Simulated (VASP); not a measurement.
# TiH (I4/mmm) in VASP: notebook

The runs below take TiH through single point, with PBEsol.

All numbers are computed with VASP 6.6.1; they aren't measurements. Logs are shortened: lines on timing, memory, paths and dates and some standing lists are left out, and cuts for length are marked.

## (1) The cell of the first run

The structure is tetragonal, space group I4/mmm (No. 139). The conventional cell has a = 2.955 Å, b = 2.955 Å, c = 4.305 Å, α = 90.00°, β = 90.00°, γ = 90.00°. Ti (site symmetry 4/mmm) is surrounded by 6 H at 2.09 to 2.15 Å. H (site symmetry 4/mmm) is surrounded by 6 Ti at 2.09 to 2.15 Å.

The cell comes from a database or a generator and needn't be the stable form of this composition.

## (2) Single point, PBEsol (strain +0.000 along x and y, +0.030 along z, atoms carried along)

INCAR

```
SYSTEM = TiH
PREC = Accurate
ENCUT = 520
EDIFF = 1E-7
ISMEAR = 0
SIGMA = 0.15
LREAL = .False.
LASPH = .True.
NELM = 100
ALGO = Fast
ISIF = 2
LWAVE = .False.
LCHARG = .True.
GGA = PS
LELF = .True.
LVHAR = .True.
NBANDS = 14
```

KPOINTS

```
Automatic mesh
0
Gamma
  20 20 20
  0 0 0
```

POSCAR

```
TiH
1.0
    0.0000000000      2.0896972200      2.1523881366
    2.0896972200      0.0000000000      2.1523881366
    2.0896972200      2.0896972200      0.0000000000
Ti H
1 1
Direct
    0.0000000000      0.0000000000      0.0000000000
    0.5000000000      0.5000000000      0.5000000000
```

Potentials or basis: VASP PAW PBE potentials, release 64 (Ti_sv, H).

Run with:

```sh
$ cat potpaw_PBE.64/Ti_sv/POTCAR potpaw_PBE.64/H/POTCAR > POTCAR
$ mpirun -np 1 vasp_std > vasp.out
```

OUTCAR:

```text
SYSTEM = TiH
   PREC = Accurate
   ENCUT = 520
   EDIFF = 1E-7
   ISMEAR = 0
   LREAL = .False.
   LASPH = .True.
   NELM = 100
   ISIF = 2
   GGA = PS

 ion  position               nearest neighbor table
   1  0.000  0.000  0.000-
   2  0.500  0.500  0.500-

  LATTYP: Found a body centered tetragonal cell.
 ALAT       =     2.9552781498
 C/A-ratio  =     1.4566399692

  Lattice vectors:

 A1 = (  -2.0896972200,   0.0000000000,   2.1523881366)
 A2 = (   2.0896972200,   0.0000000000,   2.1523881366)
 A3 = (   0.0000000000,   2.0896972200,  -2.1523881366)

Analysis of symmetry for initial positions (statically):
=====================================================================
 Subroutine PRICEL returns:
 Original cell was already a primitive cell.

 Routine SETGRP: Setting up the symmetry group for a
 body centered tetragonal supercell.

 Subroutine GETGRP returns: Found 16 space group operations
 (whereof 16 operations were pure point group operations)
 out of a pool of 16 trial point group operations.

The static configuration has the point symmetry D_4h.

Analysis of symmetry for dynamics (positions and initial velocities):
=====================================================================
 Subroutine PRICEL returns:
 Original cell was already a primitive cell.

 Routine SETGRP: Setting up the symmetry group for a
 body centered tetragonal supercell.

 Subroutine GETGRP returns: Found 16 space group operations
 (whereof 16 operations were pure point group operations)
 out of a pool of 16 trial point group operations.

The dynamic configuration has the point symmetry D_4h.

 Subroutine INISYM returns: Found 16 space group operations
 (whereof 16 operations are pure point group operations),
 and found     1 'primitive' translations

----------------------------------------------------------------------------------------

                                     Primitive cell

  volume of cell :      18.7982

  direct lattice vectors                    reciprocal lattice vectors
     0.000000000  2.089697220  2.152388137    -0.239269113  0.239269113  0.232300110
     2.089697220  0.000000000  2.152388137     0.239269113 -0.239269113  0.232300110
     2.089697220  2.089697220  0.000000000     0.239269113  0.239269113 -0.232300110

  length of vectors
     2.999934860  2.999934860  2.955278150     0.410442149  0.410442149  0.410442149

  position of ions in fractional coordinates (direct lattice)
     0.000000000  0.000000000  0.000000000
     0.500000000  0.500000000  0.500000000

  ion indices of the primitive-cell ions
   primitive index   ion index
                 1           1
                 2           2

----------------------------------------------------------------------------------------

 KPOINTS: Automatic mesh

Automatic generation of k-mesh.
 Grid dimensions read from file:
 generate k-points for:   20   20   20

 Generating k-lattice:

  Cartesian coordinates                     Fractional coordinates (reciprocal lattice)
    -0.011963456  0.011963456  0.011615005     0.050000000 -0.000000000  0.000000000
     0.011963456 -0.011963456  0.011615005    -0.000000000  0.050000000  0.000000000
     0.011963456  0.011963456 -0.011615005     0.000000000  0.000000000  0.050000000

  Length of vectors
     0.020522107  0.020522107  0.020522107

  Shift w.r.t. Gamma in fractional coordinates (k-lattice)
     0.000000000  0.000000000  0.000000000

 Subroutine IBZKPT returns following result:
 ===========================================

 Found    641 irreducible k-points:

 Following reciprocal coordinates:
            Coordinates               Weight
  0.000000  0.000000  0.000000      1.000000
  0.050000  0.000000  0.000000      8.000000
  0.100000  0.000000  0.000000      8.000000
  0.150000  0.000000  0.000000      8.000000
  0.200000  0.000000  0.000000      8.000000
  0.250000  0.000000  0.000000      8.000000
[... 16 lines left out ...]
 -0.400000  0.050000  0.000000      8.000000
 -0.350000  0.050000  0.000000      8.000000
 [... further k-points ...]
   k-points           NKPTS =    641   k-points in BZ     NKDIM =    641   number of bands    NBANDS=     14
   number of dos      NEDOS =    301   number of ions     NIONS =      2
   total plane-waves  NPLWV =  13824
   dimension x,y,z NGX =    24 NGY =   24 NGZ =   24
   dimension x,y,z NGXF=    48 NGYF=   48 NGZF=   48
   ions per type =               1   1
   NGX,Y,Z   is equivalent  to a cutoff of  13.30, 13.30, 13.50 a.u.
   NGXF,Y,Z  is equivalent  to a cutoff of  26.60, 26.60, 27.00 a.u.
 SYSTEM =  TiH
   PREC   = accura    normal or accurate (medium, high low for compatibility)
   ISTART =      0    job   : 0-new  1-cont  2-samecut
   ICHARG =      2    charge: 1-file 2-atom 10-const
   ISPIN  =      1    spin polarized calculation?
   LNONCOLLINEAR =      F non collinear calculations
   LSORBIT =      F    spin-orbit coupling
   LASPH  =      T    aspherical Exc in radial PAW
   ENCUT  =  520.0 eV  38.22 Ry    6.18 a.u.   5.58  5.58  5.49*2*pi/ulx,y,z
   NELM   =    100;   NELMIN=  2; NELMDL= -5     # of ELM steps
   EDIFF  = 0.1E-06   stopping-criterion for ELM
   LREAL  =      F    real-space projection
   EDIFFG = 0.1E-05   stopping-criterion for IOM
   NSW    =      0    number of steps for IOM
   IBRION =     -1    ionic relax: 0-MD 1-quasi-New 2-CG
   NFREE  =      0    steps in history (QN), initial steepest desc. (CG)
   ISIF   =      2    stress and relaxation
   ISYM   =      2    0-nonsym 1-usesym 2-fastsym
   POTIM  = 0.5000    time-step for ionic-motion
   TEBEG  =    0.0;   TEEND  =   0.0 temperature during run
   PSTRESS=    0.0 pullay stress
   NELECT =      13.0000    total number of electrons
   NUPDOWN=      -1.0000    fix difference up-down
   EMIN   =  10.00;   EMAX   =-10.00  energy-range for DOS
   EFERMI =   0.00;   METHOD = LEGACY
   ISMEAR =     0;   SIGMA  =   0.15  broadening in eV -4-tet -1-fermi 0-gaus
   EFERMI_NEDOS =   21; number of points for ismear=-14 and -15
   IALGO  =     68    algorithm
   IMIX   =      4    mixing-type and parameters
     AMIX     =   0.40;   BMIX     =  1.00
     AMIX_MAG =   1.60;   BMIX_MAG =  1.00
  volume/ion in A,a.u.               =       9.40        63.43
  Fermi-wavevector in a.u.,A,eV,Ry     =   1.447716  2.735787 28.516218  2.095883
  Thomas-Fermi vector in A             =   2.565640
   LORBIT       =      0    0 simple, 1 ext, 2 COOP (PROOUT), +10 PAW based schemes
   GGA     = PS    functional components
   LHFCALC =     F    Hartree Fock is set to
   AEXX    =    0.0000 exact exchange contribution
   IVDW    =     0    specifies the selected vdW correction
   LEPSILON=     F    determine dielectric tensor
   LRPA    =     F    only Hartree local field effects (RPA)
 non-spin polarized calculation
 RMM-DIIS sequential band-by-band and
 Gauss-broadening in eV      SIGMA  =   0.15
  energy-cutoff  :      520.00
  volume of cell :       18.80
 maximum number of plane-waves:       533
   NGX = 11   NGY = 11   NGZ = 11

 number of electron      13.0000001 magnetization

 Free energy of the ion-electron system (eV)
  ---------------------------------------------------
  ext. energy  EPLUGINS =         0.00000000
  ---------------------------------------------------
  free energy    TOTEN  =       -12.41158782 eV

  energy without entropy =      -12.38938291  energy(sigma->0) =      -12.40048537

 E-fermi :   8.3486     XC(G=0): -11.9127

 val. band max:        8.3476315764   @ k =   0.4000   0.0500   0.2000
 cond. band min:       8.3491787111   @ k =  -0.3000   0.1500   0.0500
 fundamental gap:      0.0015471346
 Fermi energy:         8.3485768022

 k-point     1 :       0.0000    0.0000    0.0000
  band No.  band energies     occupation
      1     -48.1844      2.00000
      2     -24.2485      2.00000
      3     -24.2485      2.00000
      4     -24.2387      2.00000
      5      -0.9924      2.00000
      6       8.8611      0.00000
      7       9.1050      0.00000
      8       9.1050      0.00000
      9      10.3086      0.00000
     10      10.5563      0.00000
     11      18.7519      0.00000
     12      22.7703      0.00000
     13      24.0154      0.00000
     14      24.4948      0.00000

 k-point     2 :       0.0500    0.0000    0.0000
  band No.  band energies     occupation
      1     -48.1820      2.00000
      2     -24.2613      2.00000
      3     -24.2500      2.00000
      4     -24.2424      2.00000
      5      -0.9239      2.00000
      6       8.8589      0.00000
      7       9.0809      0.00000
      8       9.1324      0.00000
      9      10.2867      0.00000
     10      10.5279      0.00000
     11      18.4486      0.00000
     12      22.8229      0.00000
     13      24.1382      0.00000
     14      24.5681      0.00000

 k-point     3 :       0.1000    0.0000    0.0000
  band No.  band energies     occupation
      1     -48.1753      2.00000
      2     -24.3026      2.00000
      3     -24.2541      2.00000
      4     -24.2490      2.00000
      5      -0.7211      2.00000
      6       8.7776      0.00005
      7       9.0737      0.00000
      8       9.2050      0.00000
      9      10.2378      0.00000
     10      10.4569      0.00000
     11      17.7286      0.00000
     12      22.9022      0.00000
     13      24.3961      0.00000
     14      24.7753      0.00000
[... 324 lines left out ...]
 k-point    23 :      -0.4000    0.0500    0.0000
  band No.  band energies     occupation
      1     -48.0933      2.00000
      2     -24.7810      2.00000
      3     -24.3292      2.00000
      4     -24.3011      2.00000
      5       2.7504      2.00000
      6       5.9352      2.00000
      7       8.5650      0.04135
      8       8.8437      0.00000
      9      11.2259      0.00000
     10      11.5095      0.00000
     11      15.0094      0.00000
     12      18.1244      0.00000
     13      24.5677      0.00000
     14      26.3282      0.00000

 k-point    24 :      -0.3500    0.0500    0.0000
  band No.  band energies     occupation
      1     -48.1026      2.00000
      2     -24.7287      2.00000
      3     -24.3223      2.00000
      4     -24.2934      2.00000
      5       2.1215      2.00000
      6       6.5213      2.00000
      7       8.6580      0.00353
      8       8.9454      0.00000
      9      10.9720      0.00000
     10      11.3128      0.00000
     11      14.9164      0.00000
     12      19.0059      0.00000
     13      24.6337      0.00000
     14      27.0742      0.00000

 [... further k-points ...]

------------------------ aborting loop because EDIFF is reached ----------------------------------------

  FORCE on cell =-STRESS in cart. coord.  units (eV):
  Direction    XX          YY          ZZ          XY          YZ          ZX
  --------------------------------------------------------------------------------------
  -------------------------------------------------------------------------------------
  Total       -0.8901495     -0.8901495     -0.8829538      0.0000000      0.0000000      0.0000000
  in kB      -75.8675805    -75.8675805    -75.2542833      0.0000000      0.0000000      0.0000000
  external PRESSURE =     -75.6631481 kB  Pullay stress =       0.0000000 kB

 VOLUME and BASIS-vectors are now :
 -----------------------------------------------------------------------------
  energy-cutoff  :      520.00
  volume of cell :       18.80
      direct lattice vectors                 reciprocal lattice vectors
     0.000000000  2.089697220  2.152388137    -0.239269113  0.239269113  0.232300110
     2.089697220  0.000000000  2.152388137     0.239269113 -0.239269113  0.232300110
     2.089697220  2.089697220  0.000000000     0.239269113  0.239269113 -0.232300110

 POSITION                                       TOTAL-FORCE (eV/Angst)
 -----------------------------------------------------------------------------------
      0.00000      0.00000      0.00000         0.000000     -0.000000      0.000000
      2.08970      2.08970      2.15239        -0.000000      0.000000      0.000000
 -----------------------------------------------------------------------------------
    total drift:                                0.000000     -0.000000     -0.000000

  FREE ENERGIE OF THE ION-ELECTRON SYSTEM (eV)
  ---------------------------------------------------
  free  energy   TOTEN  =       -12.4115878246 eV

  energy  without entropy=      -12.3893829067  energy(sigma->0) =      -12.40048537
```

It took 78 s on 1 thread of Intel Xeon 6975P-C (Granite Rapids), shared host; peak memory 0.28 GiB.

Results:

- Free energy: -12.4116 eV
- Pressure: -7.6 GPa
- Band gap on the k mesh: none (metal or under the smearing width)

Caveat: the PAW data sets were made with another functional, which shifts forces and pressure a little.

[end of part 1 of 2]
